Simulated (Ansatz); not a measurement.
**From the elastic tensor of InP at 15 GPa (stress–strain coefficients) to moduli and sound speeds**

Theory: DFT PBE, scalar-relativistic, plane waves, PAW (Ansatz 0.2.0). Cutoff 420 eV, 14×14×14 k-points (Γ-centred), Fermi-Dirac smearing of 0.15 eV. No spin polarisation.

Symmetry: Fm-3m, No. 225, cubic system. Conventional cell: a = 5.282 Å, b = 5.282 Å, c = 5.282 Å, α = 90.00°, β = 90.00°, γ = 90.00°. In (site symmetry m-3m) is surrounded by 6 P at 2.64 Å. P (site symmetry m-3m) is surrounded by 6 In at 2.64 Å.

In a metal, frequencies and elastic constants depend on the k mesh and the smearing, soft modes and shear constants most. Other phases may be more stable at this pressure.

Relaxed-ion constants (GPa, on the Cartesian axes of the calculation):
C11 = 275.6, C12 = 71.0, C13 = 71.0, C22 = 275.6, C23 = 71.0, C33 = 275.6, C44 = 33.4, C55 = 33.4, C66 = 33.4 GPa; the others vanish.

Density 6.570 g/cm³; 2 atoms in 36.85 Å³.

The values that follow are for a polycrystal of randomly turned grains, by Hill's mean where one number stands. In a crystal this anisotropic the Voigt and Reuss bounds lie far apart, so Hill's mean and the sound speeds and Debye temperature from it are rough.

```json
{"Bulk modulus, Voigt / Reuss / Hill": "139.2 / 139.2 / 139.2 GPa", "Shear modulus, Voigt / Reuss / Hill": "60.9 / 45.7 / 53.3 GPa", "Young's modulus": "142 GPa", "Poisson ratio": "0.330", "Pugh ratio B/G": "2.61", "Universal anisotropy index": "1.67", "Longitudinal and transverse sound speeds": "5657 and 2848 m/s", "Debye temperature from the mean sound speed": "360 K"}
```

This rock-salt form isn't the usual stable structure of the compound at low pressure.

Cost: 1 run of about 0.93 core-minutes, on Intel Xeon Platinum 8488C (Sapphire Rapids) (shared hosts).